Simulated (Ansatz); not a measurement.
# ZrC: computed properties

All numbers below come from Ansatz 0.2.0, DFT PBE, scalar-relativistic, plane waves, PAW.

Plane waves to 420 eV, a k mesh through Γ of 20×20×20 on the computed 2-atom cell and Gaussian smearing (0.10 eV); no spin polarisation.

The structure is relaxed at this level of theory with its symmetry kept, and needn't be the ground state of this composition.

```xyz
2
Lattice="0.0000 2.3544 2.3544 2.3544 0.0000 2.3544 2.3544 2.3544 0.0000" Properties=species:S:1:pos:R:3 pbc="T T T"
Zr    2.3544    2.3544    2.3544
C     0.0000    0.0000    0.0000
```

* Space group: Fm-3m (No. 225)
* Volume per atom: 13.05 Å³
* Formation energy from the elements' standard states (uncorrected): -0.858 eV/atom
* Kohn–Sham band gap: none (metal)
* Density of states at the Fermi level: 0.3 states/eV per cell
* Orbital (Löwdin) character within 0.5 eV of the Fermi level: C 2p 62 %, Zr 4d 34 %
* Bulk modulus: 222 GPa
* Its pressure derivative: 4.0
* Bader charge by site (e): Zr (1 in the cell) 1.89, C (1 in the cell) -1.89

It was relaxed from a measured cell (COD). Löwdin shares on free-atom orbitals overweight diffuse shells.
